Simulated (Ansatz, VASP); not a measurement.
Given: the input of a run of VASP 6.6.1 on BeS.

The input INCAR:

```
SYSTEM = BeS
  ALGO = Normal
  EDIFF = 1E-6
  ENCUT = 520
  ISIF = 2
  ISMEAR = -1
  LASPH = .TRUE.
  LCHARG = .FALSE.
  LMIXTAU = .TRUE.
  LREAL = .FALSE.
  LWAVE = .FALSE.
  METAGGA = R2SCAN
  NBANDS = 11
  NELM = 100
  PREC = Accurate
  SIGMA = 0.05
```

The input KPOINTS:

```
k-points
0
G
  9 9 9
  0 0 0
```

File POSCAR:

```
BeS
1.0
    0.0000000000      2.4250000000      2.4250000000
    2.4250000000      0.0000000000      2.4250000000
    2.4250000000      2.4250000000      0.0000000000
S Be
1 1
Direct
    0.7500000000      0.7500000000      0.7500000000
    0.0000000000      0.0000000000      0.0000000000
```

File KPOINTS_OPT:

```
path GXWKGLUWLK,UX
20
line-mode
reciprocal
 0.0000000000  0.0000000000  0.0000000000  G
 0.5000000000  0.0000000000  0.5000000000  X

 0.5000000000  0.0000000000  0.5000000000  X
 0.5000000000  0.2500000000  0.7500000000  W

 0.5000000000  0.2500000000  0.7500000000  W
 0.3750000000  0.3750000000  0.7500000000  K

 0.3750000000  0.3750000000  0.7500000000  K
 0.0000000000  0.0000000000  0.0000000000  G

 0.0000000000  0.0000000000  0.0000000000  G
 0.5000000000  0.5000000000  0.5000000000  L

 0.5000000000  0.5000000000  0.5000000000  L
 0.6250000000  0.2500000000  0.6250000000  U

 0.6250000000  0.2500000000  0.6250000000  U
 0.5000000000  0.2500000000  0.7500000000  W

 0.5000000000  0.2500000000  0.7500000000  W
 0.5000000000  0.5000000000  0.5000000000  L

 0.5000000000  0.5000000000  0.5000000000  L
 0.3750000000  0.3750000000  0.7500000000  K

 0.6250000000  0.2500000000  0.6250000000  U
 0.5000000000  0.0000000000  0.5000000000  X
```

Potentials or basis: VASP PAW PBE potentials, release 64 (S, Be).

Run with:

```sh
$ cat potpaw_PBE.64/S/POTCAR potpaw_PBE.64/Be/POTCAR > POTCAR
$ mpirun -np 1 vasp_std > vasp.out
```

Q: Set up the same calculation for Ansatz 0.2.0. Potentials there: Ansatz PAW.

A: As run (the cutoff follows the program's own potentials):

Contents of input.yaml:

```yaml
crystal:
  lattice:
    - [0.0, 2.425, 2.425]
    - [2.425, 0.0, 2.425]
    - [2.425, 2.425, 0.0]
  atoms:
    - { symbol: S, position: [0.75, 0.75, 0.75] }
    - { symbol: Be, position: [0.0, 0.0, 0.0] }
hamiltonian:
  xc: r2scan
  pseudopotentials: { kind: paw }
kpoints:
  mp_grid: { grid: [9, 9, 9] }
  band_path:
    path:
      - [[0.0, 0.0, 0.0], [0.5, 0.0, 0.5], [0.5, 0.25, 0.75], [0.375, 0.375, 0.75], [0.0, 0.0, 0.0], [0.5, 0.5, 0.5], [0.625, 0.25, 0.625], [0.5, 0.25, 0.75], [0.5, 0.5, 0.5], [0.375, 0.375, 0.75]]
      - [[0.625, 0.25, 0.625], [0.5, 0.0, 0.5]]
    npoints: 14
scf:
  occupations: { method: fermi_dirac, width: 0.05 }
  n_extra_bands: 6
output:
  forces: true
  stress: true
  eigenvalues: true
  fatbands: true
```

Potentials or basis: Ansatz PAW.

Run with:

```sh
$ ansatz run input.yaml --threads 2 --pin off --max-ram 5632MiB --backend cpu --events-out ev --progress --plain --runs-dir out
```

Both were run:

|  | VASP | Ansatz | Ansatz less VASP |
| --- | --- | --- | --- |
| gap on the k mesh at the Fermi level (eV) | 3.67 | 3.66 | -0.010 |
| least direct gap on the mesh (eV) | 6.26 | 6.23 | -0.030 |
| gap along the band path (eV) | 3.57 | 3.56 | -0.009 |
| pressure (GPa) | 1.4 | 1.1 | -0.28 |

Caveats: the PAW data sets were made with another functional, which shifts forces and pressure a little (VASP); the mesh misses the band edges, which the band path finds closer together (VASP); the k mesh misses the band edges, so the gap on the mesh is wider than the one along the path (Ansatz); the PAW data sets come from PBE, with cores solved anew for the run's functional, which leaves a small shift of forces and pressure (Ansatz). r2SCAN opens gaps a little over a GGA but as a rule still falls short of measured ones.
